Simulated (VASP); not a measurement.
# GaAs (F-43m) in VASP: notebook

Aim: see how the results for GaAs move with the level of theory and the settings. Levels: PBE, PBEsol, LDA, r2SCAN. Tasks: band structure.

Program: VASP 6.6.1. These are calculated values, not measurements. Logs are shortened: lines on timing, memory, paths and dates and some standing lists are left out, and cuts for length are marked.

**Experimental background.**

From “Evidence of valence band perturbations in GaAsN/GaAs(001): A combined variable-angle spectroscopic ellipsometry and modulated photoreflectance investigation”, 2008, arxiv:0805.2212, for a bulk crystal of GaAs at 300 K: band gap 1.418 ± 0.005 eV (direct); band gap 1.412 ± 0.01 eV (direct).

The runs below are set against these values where they give the same quantity.

## Step 1: The crystal as given

Symmetry: F-43m, No. 216, cubic system. Conventional cell: a = 5.750 Å, b = 5.750 Å, c = 5.750 Å, α = 90.00°, β = 90.00°, γ = 90.00°. Ga (site symmetry -43m) is surrounded by 4 As at 2.49 Å. As (site symmetry -43m) is surrounded by 4 Ga at 2.49 Å.

The cell is a database's computed one.

## Step 2: Band structure, PBE

Contents of INCAR:

```
PREC     = Accurate       # precision mode
ENCUT    = 520            # plane-wave cutoff, eV
EDIFF    = 1E-6           # SCF threshold, eV
ISMEAR   = 0              # smearing method
SIGMA    = 0.02           # smearing width, eV
LREAL    = F              # projectors in reciprocal space
LASPH    = T              # aspherical terms in the spheres
NELM     = 60             # most SCF steps
ALGO     = Normal         # electronic algorithm
ISIF     = 2              # what is computed and relaxed
LWAVE    = F              # write WAVECAR
LCHARG   = F              # write CHGCAR
GGA      = PE             # functional
```

Contents of KPOINTS:

```
Automatic mesh
0
Gamma
  8 8 8
```

Contents of POSCAR:

```
GaAs                                    
1.0
    0.0000000000      2.8750910500      2.8750910500
    2.8750910500      0.0000000000      2.8750910500
    2.8750910500      2.8750910500      0.0000000000
  Ga              As            
     1     1
Direct
     0.0000000000000000    0.0000000000000000    0.0000000000000000
     0.7500000000000000    0.7500000000000000    0.7500000000000000
```

Contents of KPOINTS_OPT:

```
path GXWKGLUWLK,UX
15
line-mode
reciprocal
 0.0000000000  0.0000000000  0.0000000000  G
 0.5000000000  0.0000000000  0.5000000000  X

 0.5000000000  0.0000000000  0.5000000000  X
 0.5000000000  0.2500000000  0.7500000000  W

 0.5000000000  0.2500000000  0.7500000000  W
 0.3750000000  0.3750000000  0.7500000000  K

 0.3750000000  0.3750000000  0.7500000000  K
 0.0000000000  0.0000000000  0.0000000000  G

 0.0000000000  0.0000000000  0.0000000000  G
 0.5000000000  0.5000000000  0.5000000000  L

 0.5000000000  0.5000000000  0.5000000000  L
 0.6250000000  0.2500000000  0.6250000000  U

 0.6250000000  0.2500000000  0.6250000000  U
 0.5000000000  0.2500000000  0.7500000000  W

 0.5000000000  0.2500000000  0.7500000000  W
 0.5000000000  0.5000000000  0.5000000000  L

 0.5000000000  0.5000000000  0.5000000000  L
 0.3750000000  0.3750000000  0.7500000000  K

 0.6250000000  0.2500000000  0.6250000000  U
 0.5000000000  0.0000000000  0.5000000000  X
```

Potentials or basis: VASP PAW PBE potentials, release 64 (Ga_d, As).

Launch:

```bash
$ cat potpaw_PBE.64/Ga_d/POTCAR potpaw_PBE.64/As/POTCAR > POTCAR
$ mpirun -np 1 vasp_std > vasp.out
```

OUTCAR:

```text
PREC = Accurate
   ENCUT = 520
   EDIFF = 1E-6
   ISMEAR = 0
   LREAL = F
   LASPH = T
   NELM = 60
   ISIF = 2
   GGA = PE

 ion  position               nearest neighbor table
   1  0.000  0.000  0.000-   2 2.49   2 2.49   2 2.49   2 2.49
   2  0.750  0.750  0.750-   1 2.49   1 2.49   1 2.49   1 2.49

  LATTYP: Found a face centered cubic cell.
 ALAT       =     5.7501821000

  Lattice vectors:

 A1 = (   0.0000000000,   2.8750910500,   2.8750910500)
 A2 = (   2.8750910500,   0.0000000000,   2.8750910500)
 A3 = (   2.8750910500,   2.8750910500,   0.0000000000)

Analysis of symmetry for initial positions (statically):
=====================================================================
 Subroutine PRICEL returns:
 Original cell was already a primitive cell.

 Routine SETGRP: Setting up the symmetry group for a
 face centered cubic supercell.

 Subroutine GETGRP returns: Found 24 space group operations
 (whereof 24 operations were pure point group operations)
 out of a pool of 48 trial point group operations.

The static configuration has the point symmetry T_d .

Analysis of symmetry for dynamics (positions and initial velocities):
=====================================================================
 Subroutine PRICEL returns:
 Original cell was already a primitive cell.

 Routine SETGRP: Setting up the symmetry group for a
 face centered cubic supercell.

 Subroutine GETGRP returns: Found 24 space group operations
 (whereof 24 operations were pure point group operations)
 out of a pool of 48 trial point group operations.

The dynamic configuration has the point symmetry T_d .

 Subroutine INISYM returns: Found 24 space group operations
 (whereof 24 operations are pure point group operations),
 and found     1 'primitive' translations

----------------------------------------------------------------------------------------

                                     Primitive cell

  volume of cell :      47.5319

  direct lattice vectors                    reciprocal lattice vectors
     0.000000000  2.875091050  2.875091050    -0.173907536  0.173907536  0.173907536
     2.875091050  0.000000000  2.875091050     0.173907536 -0.173907536  0.173907536
     2.875091050  2.875091050  0.000000000     0.173907536  0.173907536 -0.173907536

  length of vectors
     4.065992756  4.065992756  4.065992756     0.301216688  0.301216688  0.301216688

  position of ions in fractional coordinates (direct lattice)
     0.000000000  0.000000000  0.000000000
     0.750000000  0.750000000  0.750000000

  ion indices of the primitive-cell ions
   primitive index   ion index
                 1           1
                 2           2

[... 84 lines left out ...]
   EMIN   =  10.00;   EMAX   =-10.00  energy-range for DOS
   EFERMI =   0.00;   METHOD = LEGACY
   ISMEAR =     0;   SIGMA  =   0.02  broadening in eV -4-tet -1-fermi 0-gaus
   EFERMI_NEDOS =   21; number of points for ismear=-14 and -15
   IALGO  =     38    algorithm
   IMIX   =      4    mixing-type and parameters
     AMIX     =   0.40;   BMIX     =  1.00
     AMIX_MAG =   1.60;   BMIX_MAG =  1.00
  volume/ion in A,a.u.               =      23.77       160.38
  Fermi-wavevector in a.u.,A,eV,Ry     =   1.184415  2.238221 19.086796  1.402840
  Thomas-Fermi vector in A             =   2.320630
   LORBIT       =      0    0 simple, 1 ext, 2 COOP (PROOUT), +10 PAW based schemes
   GGA     = PE    functional components
   LHFCALC =     F    Hartree Fock is set to
   AEXX    =    0.0000 exact exchange contribution
   IVDW    =     0    specifies the selected vdW correction
   LEPSILON=     F    determine dielectric tensor
   LRPA    =     F    only Hartree local field effects (RPA)
 non-spin polarized calculation
 Gauss-broadening in eV      SIGMA  =   0.02
  energy-cutoff  :      520.00
  volume of cell :       47.53
 maximum number of plane-waves:      1303
   NGX = 15   NGY = 15   NGZ = 15

 number of electron      17.9999988 magnetization

 Free energy of the ion-electron system (eV)
  ---------------------------------------------------
  ext. energy  EPLUGINS =         0.00000000
  ---------------------------------------------------
  free energy    TOTEN  =        -8.27127858 eV

  energy without entropy =       -8.27127858  energy(sigma->0) =       -8.27127858

 E-fermi :   3.5427     XC(G=0):  -9.3608

 val. band max:        3.4691998060   @ k =   0.0000   0.0000   0.0000
 cond. band min:       3.6133986092   @ k =   0.0000   0.0000   0.0000
 fundamental gap:      0.1441988032
 Fermi energy:         3.5427428187

 k-point     1 :       0.0000    0.0000    0.0000
  band No.  band energies     occupation
      1     -11.2569      2.00000
      2     -11.2569      2.00000
      3     -11.2569      2.00000
      4     -11.1894      2.00000
      5     -11.1894      2.00000
      6      -8.9037      2.00000
      7       3.4692      2.00000
      8       3.4692      2.00000
      9       3.4692      2.00000
     10       3.6134      0.00000
     11       7.1827      0.00000
     12       7.1827      0.00000
     13       7.1827      0.00000
[... 354 lines left out ...]
  band No.  band energies     occupation
      1     -11.3287      2.00000
      2     -11.2360      2.00000
      3     -11.2297      2.00000
      4     -11.1928      2.00000
      5     -11.1864      2.00000
      6      -6.9777      2.00000
      7      -2.7899      2.00000
      8       0.4303      2.00000
      9       1.6646      2.00000
     10       6.3352      0.00000
     11       7.6416      0.00000
     12       9.6383      0.00000
     13      10.9279      0.00000

 [... further k-points ...]

------------------------ aborting loop because EDIFF is reached ----------------------------------------

  FORCE on cell =-STRESS in cart. coord.  units (eV):
  Direction    XX          YY          ZZ          XY          YZ          ZX
  --------------------------------------------------------------------------------------
  -------------------------------------------------------------------------------------
  Total       -0.0072503     -0.0072503     -0.0072503     -0.0000000      0.0000000     -0.0000000
  in kB       -0.2443896     -0.2443896     -0.2443896     -0.0000000      0.0000000     -0.0000000
  external PRESSURE =      -0.2443896 kB  Pullay stress =       0.0000000 kB

 VOLUME and BASIS-vectors are now :
 -----------------------------------------------------------------------------
  energy-cutoff  :      520.00
  volume of cell :       47.53
      direct lattice vectors                 reciprocal lattice vectors
     0.000000000  2.875091050  2.875091050    -0.173907536  0.173907536  0.173907536
     2.875091050  0.000000000  2.875091050     0.173907536 -0.173907536  0.173907536
     2.875091050  2.875091050  0.000000000     0.173907536  0.173907536 -0.173907536

 POSITION                                       TOTAL-FORCE (eV/Angst)
 -----------------------------------------------------------------------------------
      0.00000      0.00000      0.00000         0.000000      0.000000      0.000000
      4.31264      4.31264      4.31264        -0.000000     -0.000000     -0.000000
 -----------------------------------------------------------------------------------
    total drift:                               -0.000002     -0.000002     -0.000002

  FREE ENERGIE OF THE ION-ELECTRON SYSTEM (eV)
  ---------------------------------------------------
  free  energy   TOTEN  =        -8.2712785829 eV

  energy  without entropy=       -8.2712785827  energy(sigma->0) =       -8.27127858
```

OSZICAR:

```text
N       E                     dE             d eps       ncg     rms          rms(c)
DAV:   1     0.785368459711E+02    0.78537E+02   -0.92336E+03   754   0.187E+03
DAV:   2    -0.222526545527E+01   -0.80762E+02   -0.78111E+02   824   0.316E+02
[... 53 lines left out ...]
DAV:   6    -0.368093346355E+04   -0.19343E-02     1128
DAV:   7    -0.368093348225E+04   -0.18697E-04      852
DAV:   8    -0.368093348334E+04   -0.10961E-05      727
DAV:   9    -0.368093348341E+04   -0.70572E-07      637
       N       E                     dE             ncg
DAV:   1     0.147979446364E+05   -0.32528E+04      130
DAV:   2     0.144086420850E+05   -0.38930E+03      135
DAV:   3     0.143817272737E+05   -0.26915E+02      160
DAV:   4     0.143813278948E+05   -0.39938E+00      180
DAV:   5     0.143813216408E+05   -0.62540E-02      180
DAV:   6     0.143813213498E+05   -0.29099E-03      210
DAV:   7     0.143813213490E+05   -0.76344E-06      172
```

stdout:

```text
POSCAR found type information on POSCAR GaAs
 POSCAR found :  2 types and       2 ions
 scaLAPACK will be used
 LDA part: xc-table for (Slater+PW92), standard interpolation
 POSCAR, INCAR and KPOINTS ok, starting setup
 FFT: planning ... GRIDC
 FFT: planning ... GRID_SOFT
 FFT: planning ... GRID
 WAVECAR not read
 entering main loop
 Start KPOINTS_OPT (optional k-point list driver)
k-point batch [1-29\150]
k-point batch [30-58\150]
k-point batch [59-87\150]
k-point batch [88-116\150]
k-point batch [117-145\150]
k-point batch [146-150\150]
```

Run time: 56 s. Hardware: 1 thread of Intel Xeon Platinum 8259CL at 2.50GHz (Skylake/Cascade Lake), shared host; peak memory 0.18 GiB.

What came out:

* Free energy: -8.2713 eV
* Pressure: 0.0 GPa
* Band gap on the k mesh: 0.14 eV, direct
* Band gap along the path: 0.14 eV, direct

Levels at the corners of the path, in eV from the valence-band top:
| point | band 6 | band 7 | band 8 | band 9 | band 10 | band 11 | band 12 | band 13 |
| --- | --- | --- | --- | --- | --- | --- | --- | --- |
| Γ | -12.37 | 0.00 | 0.00 | 0.00 | 0.14 | 3.71 | 3.71 | 3.71 |
| X | -10.09 | -6.59 | -2.50 | -2.50 | 1.56 | 1.67 | 9.77 | 9.77 |
| X | -10.09 | -6.59 | -2.50 | -2.50 | 1.56 | 1.67 | 9.77 | 9.77 |
| W | -10.04 | -6.42 | -3.30 | -3.11 | 4.38 | 4.69 | 5.25 | 6.01 |
| W | -10.04 | -6.42 | -3.30 | -3.11 | 4.38 | 4.69 | 5.25 | 6.01 |
| K | -10.12 | -6.42 | -3.60 | -2.11 | 1.98 | 4.52 | 7.68 | 7.83 |
| K | -10.12 | -6.42 | -3.60 | -2.11 | 1.98 | 4.52 | 7.68 | 7.83 |
| Γ | -12.37 | 0.00 | 0.00 | 0.00 | 0.14 | 3.71 | 3.71 | 3.71 |
| Γ | -12.37 | 0.00 | 0.00 | 0.00 | 0.14 | 3.71 | 3.71 | 3.71 |
| L | -10.76 | -6.37 | -1.07 | -1.07 | 0.86 | 4.61 | 4.61 | 7.70 |
| L | -10.76 | -6.37 | -1.07 | -1.07 | 0.86 | 4.61 | 4.61 | 7.70 |
| U | -10.12 | -6.42 | -3.60 | -2.11 | 1.98 | 4.52 | 7.68 | 7.83 |
| U | -10.12 | -6.42 | -3.60 | -2.11 | 1.98 | 4.52 | 7.68 | 7.83 |
| W | -10.04 | -6.42 | -3.30 | -3.11 | 4.38 | 4.69 | 5.25 | 6.01 |
| W | -10.04 | -6.42 | -3.30 | -3.11 | 4.38 | 4.69 | 5.25 | 6.01 |
| L | -10.76 | -6.37 | -1.07 | -1.07 | 0.86 | 4.61 | 4.61 | 7.70 |
| L | -10.76 | -6.37 | -1.07 | -1.07 | 0.86 | 4.61 | 4.61 | 7.70 |
| K | -10.12 | -6.42 | -3.60 | -2.11 | 1.98 | 4.52 | 7.68 | 7.83 |
| U | -10.12 | -6.42 | -3.60 | -2.11 | 1.98 | 4.52 | 7.68 | 7.83 |
| X | -10.09 | -6.59 | -2.50 | -2.50 | 1.56 | 1.67 | 9.77 | 9.78 |

## Step 3: Band structure, PBEsol

This run uses another cell than the first one, of 19.98 Å³/atom, 0.841 times its volume.

Contents of POSCAR:

```
GaAs                                    
1.0
    0.0000000000      2.7135773270      2.7135773270
    2.7135773270      0.0000000000      2.7135773270
    2.7135773270      2.7135773270     -0.0000000000
  Ga              As            
     1     1
Direct
     0.0000000000000000    0.0000000000000000    0.0000000000000000
     0.7500000000000000    0.7500000000000000    0.7500000000000000
```

Contents of INCAR.step1:

```
PREC     = Accurate       # precision mode
ENCUT    = 200            # plane-wave cutoff, eV
EDIFF    = 1E-7           # SCF threshold, eV
ISMEAR   = 0              # smearing method
SIGMA    = 0.02           # smearing width, eV
LREAL    = False          # projectors in reciprocal space
LASPH    = True           # aspherical terms in the spheres
NELM     = 80             # most SCF steps
ALGO     = Normal         # electronic algorithm
ISIF     = 2              # what is computed and relaxed
LWAVE    = False          # write WAVECAR
LCHARG   = True           # write CHGCAR
GGA      = PS             # functional
NBANDS   = 16             # bands
```

Contents of KPOINTS.step1:

```
Automatic mesh
0
Gamma
  8 8 8
```

Contents of INCAR.step2:

```
PREC     = Accurate       # precision mode
ENCUT    = 200            # plane-wave cutoff, eV
EDIFF    = 1E-7           # SCF threshold, eV
ISMEAR   = 0              # smearing method
SIGMA    = 0.05           # smearing width, eV
LREAL    = False          # projectors in reciprocal space
LASPH    = True           # aspherical terms in the spheres
NELM     = 80             # most SCF steps
ALGO     = Normal         # electronic algorithm
ISIF     = 2              # what is computed and relaxed
LWAVE    = False          # write WAVECAR
LCHARG   = False          # write CHGCAR
GGA      = PS             # functional
NBANDS   = 16             # bands
ICHARG   = 11             # starting density
```

Contents of KPOINTS.step2:

```
path GXWKGLUWLK,UX
15
line-mode
reciprocal
 0.0000000000  0.0000000000  0.0000000000  G
 0.5000000000  0.0000000000  0.5000000000  X

 0.5000000000  0.0000000000  0.5000000000  X
 0.5000000000  0.2500000000  0.7500000000  W

 0.5000000000  0.2500000000  0.7500000000  W
 0.3750000000  0.3750000000  0.7500000000  K

 0.3750000000  0.3750000000  0.7500000000  K
 0.0000000000  0.0000000000  0.0000000000  G

 0.0000000000  0.0000000000  0.0000000000  G
 0.5000000000  0.5000000000  0.5000000000  L

 0.5000000000  0.5000000000  0.5000000000  L
 0.6250000000  0.2500000000  0.6250000000  U

 0.6250000000  0.2500000000  0.6250000000  U
 0.5000000000  0.2500000000  0.7500000000  W

 0.5000000000  0.2500000000  0.7500000000  W
 0.5000000000  0.5000000000  0.5000000000  L

 0.5000000000  0.5000000000  0.5000000000  L
 0.3750000000  0.3750000000  0.7500000000  K

 0.6250000000  0.2500000000  0.6250000000  U
 0.5000000000  0.0000000000  0.5000000000  X
```

Potentials or basis: VASP PAW PBE potentials, release 64 (Ga_d, As).

Launch:

```bash
$ cat potpaw_PBE.64/Ga_d/POTCAR potpaw_PBE.64/As/POTCAR > POTCAR
$ cp INCAR.step1 INCAR
$ cp KPOINTS.step1 KPOINTS
$ mpirun -np 1 vasp_std > vasp.out
$ cp INCAR.step2 INCAR
$ cp KPOINTS.step2 KPOINTS
$ mpirun -np 1 vasp_std > vasp.out
```

It took 20 s on 1 thread of Intel Xeon Platinum 8259CL at 2.50GHz (Skylake/Cascade Lake), shared host; peak memory 0.13 GiB.

The run converged, but a check on its numbers failed (symmetry, net force, bounds or a known fault of this set-up), so they aren't taken as properties of the crystal.

Caveat: the cutoff lies under the usual one of these potentials, so the numbers hold a large basis-set error; the log is that of the step along the path at fixed density, whose energy, stress, charges and moments have no meaning; the PAW data sets were made with another functional, which shifts forces and pressure a little.

[end of part 1 of 2]
